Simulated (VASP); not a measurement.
HgTe:

```
Hg Te
1.0
     0.00000    3.25801    3.25801
     3.25801    0.00000    3.25801
     3.25801    3.25801    0.00000
Hg Te
1 1
Direct
  0.00000 0.00000 0.00000
  0.25000 0.25000 0.25000
```

Base run:

| Property | Result |
| --- | --- |
| Program | VASP 6.6.1 |
| Functional | HSE06 |
| Potentials or basis | VASP PAW PBE potentials, release 64 (Hg, Te) |
| Cutoff | 520 eV |
| k mesh | 6 × 6 × 6 |
| Occupations | gaussian, width 0.03 eV |
| Spin | no spin polarisation |

Its results: pressure 0.9 GPa.

The run is repeated on the same cell with these changes: functional from HSE06 to PBEsol; further incar settings from ALGO = Normal; EDIFF = 1e-06; NBANDS = 16 to ALGO = Fast; EDIFF = 1e-06; NBANDS = 16. What comes out?

Pressure 0.0 GPa.

Caveats: the PAW data sets were made with another functional, which shifts forces and pressure a little.
